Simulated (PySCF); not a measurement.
## Löwdin shares of the frontier orbitals

C₇H₈O.
Z-matrix (Å and degrees, GFN2-xTB geometry), rows numbered from 1:
```
O 
C   1  1.4147
C   2  1.5076  1  111.84
C   3  1.3886  2  120.62  1   -87.74
C   4  1.3836  3  120.49  2   177.09
C   5  1.3847  4  120.10  3    -0.18
C   6  1.3844  5  119.79  4     0.03
C   7  1.3838  6  120.06  5    -0.03
H   1  0.9638  2  108.56  3   -53.44
H   2  1.1004  1  110.07  3   122.65
H   2  1.0922  1  105.26  3  -120.34
H   4  1.0799  3  119.33  2    -2.90
H   5  1.0803  4  119.85  3   179.80
H   6  1.0801  5  120.18  4   179.97
H   7  1.0802  6  120.05  5   179.88
H   8  1.0818  3  119.71  2     3.41
```

Computed, not measured: TDDFT PBE0/def2-SVPD, vertical, gas phase, core orbitals frozen in the response (PySCF 2.14.0, density-fitted response routines).

Frontier orbitals with the atoms that hold most of them (Löwdin shares over 4%, at most four atoms; ? is withheld):

```
orbital  ε (eV)                            atoms
 LUMO+2    0.69  O1 15%, C8 12%, H16 11%, H9 11%
 LUMO+1   -0.39   C5 20%, C8 20%, C7 17%, C4 16%
   LUMO   -0.48                                ?
   HOMO   -7.36   C6 22%, C3 22%, C4 13%, C7 13%
 HOMO-1   -7.51                                ?
 HOMO-2   -8.06    O1 56%, C2 14%, H10 8%, C3 7%
 HOMO-3   -9.42   O1 29%, C2 19%, C3 10%, H11 9%
```

Question: Which atoms hold the LUMO, and with what shares?

Answer: C6 (bonded to 2 C and H) 20%; C3 (bonded to 3 C) 20%; C4 (bonded to 2 C and H) 12%; C7 (bonded to 2 C and H) 12%.

Question: Which atoms hold the HOMO-1, and with what shares?

Answer: C5 (bonded to 2 C and H) 23%; C8 (bonded to 2 C and H) 23%; C4 (bonded to 2 C and H) 17%; C7 (bonded to 2 C and H) 16%.

Question: The HOMO–LUMO gap is 6.88 eV. Where does the response calculation put the lowest singlet, and from which orbitals?

Answer: S1 is at 5.48 eV (f = 0.0000), 1.40 eV below the gap, made of HOMO→LUMO+1 (51%), HOMO-1→LUMO (47%). Its leading pair isn't HOMO and LUMO; the energies of that pair differ by 6.97 eV. 

Question: Give energy, strength and leading configuration of S3 and S4, and follow the Löwdin shares of the leading atoms from the occupied to the empty orbital.

Answer: 
- S3 (6.32 eV, f 0.0036), HOMO-2→LUMO (82%): O1 56% → at most 12%, C2 14% → at most 12%, C6 at most 8% → 20%, C3 7% → 20%
- S4 (6.52 eV, f 0.023), HOMO-2→LUMO+1 (85%): O1 56% → at most 16%, C2 14% → at most 16%, C5 at most 8% → 20%, C8 at most 8% → 20%

Löwdin shares depend on the basis, the more so with diffuse functions.

One conformer stands for the species.
